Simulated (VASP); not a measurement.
# BN: heating or cooling by molecular dynamics

BN, P6_3mc (no. 186), 16 atoms in the cell. LDA, molecular dynamics; PAW potentials N, B (LDA set).

Ensemble: ramp; Target temperature (K): 1100; Final target temperature (K): 10; Thermostat: velocity scaling every step.

## Input

INCAR:
```
SYSTEM = BN
ALGO = Normal
EDIFF = 1E-5
ENCUT = 400
GGA = CA
IBRION = 0
ISIF = 2
ISMEAR = 0
ISYM = 0
KPAR = 4
LASPH = .TRUE.
LCHARG = .FALSE.
LREAL = Auto
LWAVE = .FALSE.
MDALGO = 0
NBLOCK = 1
NELM = 60
NELMIN = 4
NSW = 198
POTIM = 1.0
PREC = Normal
RANDOM_SEED = 550463 0 0
SIGMA = 0.05
SMASS = -1
TEBEG = 1100
TEEND = 10
```

KPOINTS:
```
k-points
0
Gamma
  2 2 3
```

POSCAR:
```
BN
1.0
    5.1078792034      0.0000000000      0.0000000000
   -2.5539396018      4.4235531496      0.0000000000
    0.0000000000      0.0000000000      4.2268550000
N B
8 8
Direct
    0.1666666666      0.3333333334      0.1252760000
    0.1666666667      0.8333333334      0.1252760000
    0.6666666666      0.3333333334      0.1252760000
    0.6666666667      0.8333333334      0.1252760000
    0.3333333334      0.1666666666      0.6252760000
    0.3333333334      0.6666666666      0.6252760000
    0.8333333333      0.1666666666      0.6252760000
    0.8333333333      0.6666666666      0.6252760000
    0.1666666666      0.3333333334      0.4997240000
    0.1666666667      0.8333333334      0.4997240000
    0.6666666666      0.3333333334      0.4997240000
    0.6666666667      0.8333333334      0.4997240000
    0.3333333334      0.1666666666      0.9997240000
    0.3333333334      0.6666666666      0.9997240000
    0.8333333333      0.1666666666      0.9997240000
    0.8333333333      0.6666666666      0.9997240000
```

Commands:
```
cat potpaw_LDA.64/N/POTCAR potpaw_LDA.64/B/POTCAR > POTCAR
mpirun -np 4 vasp_std > vasp.out
```

## Result

- Mean temperature (K): 552
- Rise of the mean potential energy above the start (meV/atom): 82.6
- Mean pressure (GPa): -15.84
- Electronic steps per ionic step after the first: 4.0

Course of the run:

| Time (fs) | Temperature (K) | Potential energy less the first (meV/atom) |
|---|---|---|
| 1 | 1094 | 0.0 |
| 16 | 1012 | 223.1 |
| 31 | 929 | 212.8 |
| 46 | 847 | 34.5 |
| 62 | 759 | 159.8 |
| 77 | 676 | 115.8 |
| 92 | 594 | 47.1 |
| 107 | 511 | 92.4 |
| 122 | 428 | 58.2 |
| 137 | 346 | 39.9 |
| 153 | 258 | 46.2 |
| 168 | 175 | 14.5 |
| 183 | 93 | 16.6 |
| 198 | 10 | 9.4 |

REPORT:
```
RANDOM_SEED =            550463                0                0

           RANDOM_SEED =            550463                0                0

           RANDOM_SEED =            550463                0                0

           RANDOM_SEED =            550463                0                0

           RANDOM_SEED =            550463                0                0

           RANDOM_SEED =            550463                0                0

           RANDOM_SEED =            550463                0                0

           RANDOM_SEED =            550463                0                0

           RANDOM_SEED =            550463                0                0

           RANDOM_SEED =            550463                0                0

           RANDOM_SEED =            550463                0                0

           RANDOM_SEED =            550463                0                0

           RANDOM_SEED =            550463                0                0

           RANDOM_SEED =            550463                0                0

           RANDOM_SEED =            550463                0                0

[... 101 lines left out ...]

           RANDOM_SEED =            550463                0                0

           RANDOM_SEED =            550463                0                0

           RANDOM_SEED =            550463                0                0

           RANDOM_SEED =            550463                0                0

           RANDOM_SEED =            550463                0                0

           RANDOM_SEED =            550463                0                0

           RANDOM_SEED =            550463                0                0

           RANDOM_SEED =            550463                0                0

           RANDOM_SEED =            550463                0                0

           RANDOM_SEED =            550463                0                0

           RANDOM_SEED =            550463                0
```

OSZICAR:
```
N       E                     dE             d eps       ncg     rms          rms(c)
DAV:   1     0.199557746986E+03    0.19956E+03   -0.29716E+04   656   0.124E+03
DAV:   2    -0.151164001760E+03   -0.35072E+03   -0.33552E+03   832   0.280E+02
DAV:   3    -0.163395801039E+03   -0.12232E+02   -0.12170E+02   800   0.562E+01
DAV:   4    -0.163529175242E+03   -0.13337E+00   -0.13314E+00   816   0.592E+00
DAV:   5    -0.163530829112E+03   -0.16539E-02   -0.16533E-02   776   0.629E-01    0.184E+01
DAV:   6    -0.155675428710E+03    0.78554E+01   -0.24761E+01   736   0.215E+01    0.878E+00
DAV:   7    -0.154841323802E+03    0.83410E+00   -0.97433E-01   784   0.474E+00    0.522E+00
DAV:   8    -0.154586888490E+03    0.25444E+00   -0.43035E-01   703   0.302E+00    0.426E-01
DAV:   9    -0.154583089404E+03    0.37991E-02   -0.12137E-02   800   0.545E-01    0.232E-01
DAV:  10    -0.154582975931E+03    0.11347E-03   -0.12919E-03   805   0.168E-01    0.547E-02
DAV:  11    -0.154582926704E+03    0.49227E-04   -0.36276E-04   784   0.804E-02    0.192E-02
DAV:  12    -0.154582927247E+03   -0.54319E-06   -0.17916E-05   462   0.218E-02
[... left out ...]
    192 T=    43. E= -.15425431E+03 F= -.15433774E+03 E0= -.15433774E+03  EK= 0.83432E-01 SP= 0.00E+00 SK= 0.00E+00
    197 T=    16. E= -.15438997E+03 F= -.15442003E+03 E0= -.15442003E+03  EK= 0.30063E-01 SP= 0.00E+00 SK= 0.00E+00
[... last step whole ...]
       N       E                     dE             d eps       ncg     rms          rms(c)
DAV:   1    -0.154433211799E+03   -0.13178E-01   -0.65347E-05   714   0.354E-01    0.276E-03
DAV:   2    -0.154433214706E+03   -0.29073E-05   -0.29686E-05   623   0.259E-02    0.225E-03
DAV:   3    -0.154433214710E+03   -0.36553E-08   -0.51611E-07   372   0.389E-03    0.167E-03
DAV:   4    -0.154433214678E+03    0.31818E-07   -0.11426E-07   346   0.187E-03
    198 T=    10. E= -.15441383E+03 F= -.15443321E+03 E0= -.15443321E+03  EK= 0.19389E-01 SP= 0.00E+00 SK= 0.00E+00
```

Limits: 198 fs of 16 atoms are too short for converged averages; the cell is only 4.2 Å across, so each atom moves in step with near copies of itself.

VASP 6.6.1 took 196 s on 4 cores (Intel Xeon 6975P-C (Granite Rapids)), a shared host.
